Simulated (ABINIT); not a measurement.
# HgTe (I-4m2) in ABINIT: single point with PBEsol

Aim: the single point of HgTe with PBEsol.

All numbers are computed with ABINIT 10.8.3 (patched build); they aren't measurements. Logs are shortened: lines on timing, memory, paths and dates and some standing lists are left out, and cuts for length are marked. The log counts tension as positive stress, the text compression.

## Step 1: Starting point

Symmetry: I-4m2, No. 119, tetragonal system. The conventional cell has a = 6.091 Å, b = 6.091 Å, c = 3.119 Å, α = 90.00°, β = 90.00°, γ = 90.00°. Hg (site symmetry -4m2) is surrounded by 2 Hg at 3.12 Å and 4 Te at 3.14 Å. Te (site symmetry -4m2) has 2 Te at 3.12 Å and 4 Hg at 3.14 Å as nearest neighbours.

Measurements of this composition are mostly on another form, of space group No. 216.

## Step 2: Single point, PBEsol

The input, run.abi:

```
# Pseudopotentials
pp_dirpath "./"
pseudos "Hg.upf, Te.upf"

# Structure
acell 3*1.0 Angstrom
rprim
    -3.0456030000     3.0456030000     1.5594100000
     3.0456030000    -3.0456030000     1.5594100000
     3.0456030000     3.0456030000    -1.5594100000
ntypat 2
znucl 80 52
natom 2
typat 1 2
xred
     0.7500000000     0.2500000000     0.5000000000
     0.0000000000     0.0000000000     0.0000000000

# Plane-wave basis
ecut 925.187132 eV

# k points
kptopt 1
ngkpt 8 8 8
nshiftk 1
shiftk 0.0 0.0 0.0

# Exchange and correlation
ixc -116133

# Bands and occupations
nband 22
occopt 3
tsmear 0.00183747

# SCF cycle
nstep 100
tolvrs 1.0e-10

# Output
iomode 3
prtwf 0
prtden 0
prteig 0
prtebands 0
```

Potentials or basis: PseudoDojo NC SR PBEsol v0.4.1 standard.

On the command line:

```bash
> mpirun --bind-to none -np 4 abinit run.abi > log 2>&1
```

run.abo:

```text
.Version 10.8.3 of ABINIT
 Symmetries : space group I-4 m 2 (#119); Bravais tI (body-center tetrag.)
================================================================================
 Values of the parameters that define the memory need of the present run
     intxc =       0    ionmov =       0      iscf =       7    lmnmax =       7
     lnmax =       7     mgfft =      48  mpssoang =       4    mqgrid =    3001
     natom =       2  nloc_mem =       1    nspden =       1   nspinor =       1
    nsppol =       1      nsym =       8    n1xccc =    2501    ntypat =       2
    occopt =       3   xclevel =       2
       mpw =        3718          nfft =      110592          nkpt =          59
================================================================================
================================================================================

--------------------------------------------------------------------------------
------------- Echo of variables that govern the present computation ------------
--------------------------------------------------------------------------------
 -outvars: echo values of preprocessed input variables --------
            acell      1.8897261259E+00  1.8897261259E+00  1.8897261259E+00 Bohr
              amu      2.00590000E+02  1.27600000E+02
             ecut      3.40000000E+01 Hartree
                       outvar_i_n : Printing only first  50 k-points.
              ixc     -116133
                       outvar_i_n : Printing only first  50 k-points.
         kptrlatt        8    0    0      0    8    0      0    0    8
          kptrlen      4.71497251E+01
            natom           2
            nband          22
            ngfft          48      48      48
             nkpt          59
            nstep         100
             nsym           8
           ntypat           2
                       prtocc : prtvol=0, do not print more k-points.
           occopt           3
           prtden           0
        prtebands           0
           prteig           0
            prtwf           0
            rprim     -3.0456030000E+00  3.0456030000E+00  1.5594100000E+00
                       3.0456030000E+00 -3.0456030000E+00  1.5594100000E+00
                       3.0456030000E+00  3.0456030000E+00 -1.5594100000E+00
          spgroup         119
           tolvrs      1.00000000E-10
           tsmear      1.83747000E-03 Hartree
            typat      1  2
                       outvars : Printing only first  50 k-points.
           xangst      0.0000000000E+00  3.0456030000E+00  7.7970500000E-01
                       0.0000000000E+00  0.0000000000E+00  0.0000000000E+00
            xcart      0.0000000000E+00  5.7553555582E+00  1.4734289090E+00
                       0.0000000000E+00  0.0000000000E+00  0.0000000000E+00
             xred      7.5000000000E-01  2.5000000000E-01  5.0000000000E-01
                       0.0000000000E+00  0.0000000000E+00  0.0000000000E+00
            znucl       80.00000   52.00000

[... 94 lines left out ...]
 Atom  Sphere_radius  Integrated_density
    1        2.00000         16.51334734
    2        2.00000         11.90580734
================================================================================

 ----iterations are completed or convergence reached----

 Mean square residual over all n,k,spin=   44.903E-09; max=  31.929E-06
 reduced coordinates (array xred) for    2 atoms
       0.750000000000      0.250000000000      0.500000000000
       0.000000000000      0.000000000000      0.000000000000
 rms dE/dt=  2.3080E-29; max dE/dt=  3.7865E-29; dE/dt below (all hartree)
    1      -0.000000000000      0.000000000000      0.000000000000
    2       0.000000000000     -0.000000000000      0.000000000000

 cartesian coordinates (angstrom) at end:
    1      0.00000000000000     3.04560300000000     0.77970500000000
    2      0.00000000000000     0.00000000000000     0.00000000000000

 cartesian forces (hartree/bohr) at end:
    1     -0.00000000000000     0.00000000000000     0.00000000000000
    2      0.00000000000000    -0.00000000000000    -0.00000000000000
 frms,max,avg= 1.7976113E-30 2.2016152E-30   0.000E+00  0.000E+00  0.000E+00 h/b

 cartesian forces (eV/Angstrom) at end:
    1     -0.00000000000000     0.00000000000000     0.00000000000000
    2      0.00000000000000    -0.00000000000000    -0.00000000000000
 frms,max,avg= 9.2436889E-29 1.1321161E-28   0.000E+00  0.000E+00  0.000E+00 e/A
 length scales=  1.889726125908  1.889726125908  1.889726125908 bohr
              =  1.000000000000  1.000000000000  1.000000000000 angstroms
 Fermi (or HOMO) energy (hartree) =   0.23363   Average Vxc (hartree)=  -0.39162
 Eigenvalues (hartree) for nkpt=  59  k points:
 kpt#   1, nband= 22, wtk=  0.00195, kpt=  0.0000  0.0000  0.0000 (reduced coord)
  -3.98842   -2.08745   -2.08700   -2.08700   -1.12842   -1.12587   -1.12587   -1.12413
  -1.12402   -0.22658   -0.03770   -0.01208   -0.00915    0.00698    0.00698    0.10469
   0.14258    0.14258    0.35834    0.40094    0.48565    0.48565
      occupation numbers for kpt#   1
   2.00000    2.00000    2.00000    2.00000    2.00000    2.00000    2.00000    2.00000
   2.00000    2.00000    2.00000    2.00000    2.00000    2.00000    2.00000    2.00000
   2.00000    2.00000    0.00000    0.00000    0.00000    0.00000
 prteigrs : prtvol=0 or 1, do not print more k-points.

--- !EnergyTerms
iteration_state     : {dtset: 1, }
comment             : Components of total free energy in Hartree
kinetic             :  1.04439517836997E+02
hartree             :  6.88925400346856E+01
xc                  : -5.17792384988084E+01
Ewald energy        : -1.60539542490447E+02
psp_core            :  6.20992997808774E+00
local_psp           : -2.14806502080868E+02
non_local_psp       : -2.36491233014592E+01
internal            : -2.71232418521812E+02
'-kT*entropy'       : -1.79168172469147E-04
total_energy        : -2.71232597689984E+02
total_energy_eV     : -7.38061497824294E+03
band_energy         : -3.14158058591373E+01
...

 Cartesian components of stress tensor (hartree/bohr^3)
  sigma(1 1)=  1.47827481E-04  sigma(3 2)=  0.00000000E+00
  sigma(2 2)=  1.47827481E-04  sigma(3 1)=  0.00000000E+00
  sigma(3 3)=  1.15011922E-04  sigma(2 1)=  0.00000000E+00

-Cartesian components of stress tensor (GPa)         [Pressure= -4.0274E+00 GPa]
- sigma(1 1)=  4.34923466E+00  sigma(3 2)=  0.00000000E+00
- sigma(2 2)=  4.34923466E+00  sigma(3 1)=  0.00000000E+00
- sigma(3 3)=  3.38376758E+00  sigma(2 1)=  0.00000000E+00

== END DATASET(S) ==============================================================
================================================================================

 -outvars: echo values of variables after computation  --------
            acell      1.8897261259E+00  1.8897261259E+00  1.8897261259E+00 Bohr
           etotal     -2.7123259769E+02
            fcart     -2.2016152020E-30  2.2016152020E-30  2.2716361824E-46
                       2.2016152020E-30 -2.2016152020E-30 -2.2716361824E-46
            rprim     -3.0456030000E+00  3.0456030000E+00  1.5594100000E+00
                       3.0456030000E+00 -3.0456030000E+00  1.5594100000E+00
                       3.0456030000E+00  3.0456030000E+00 -1.5594100000E+00
           strten      1.4782748137E-04  1.4782748137E-04  1.1501192224E-04
                       0.0000000000E+00  0.0000000000E+00  0.0000000000E+00
           xangst      0.0000000000E+00  3.0456030000E+00  7.7970500000E-01
                       0.0000000000E+00  0.0000000000E+00  0.0000000000E+00
             xred      7.5000000000E-01  2.5000000000E-01  5.0000000000E-01
                       0.0000000000E+00  0.0000000000E+00  0.0000000000E+00
 Calculation completed.
```

Run time: 53 s. Hardware: 4 MPI ranks of Arm Neoverse V1, shared host; peak memory 0.4 GiB.

Results:

```yaml
Free_energy: -7380.6150 eV
Pressure: -4.0 GPa
Band_gap_on_the_k_mesh: none (metal or under the smearing width)
Valence_electrons_inside_the_program's_atomic_spheres: Hg 16.51; Te 11.91
```

Stress tensor (GPa, compression positive):
```
-4.35  0.00  0.00
 0.00 -4.35  0.00
 0.00  0.00 -3.38
```

Caveat: the cutoff is short for stress, so the pressure is rough. Spin-orbit coupling is left out, which matters for the levels of Hg, Te.
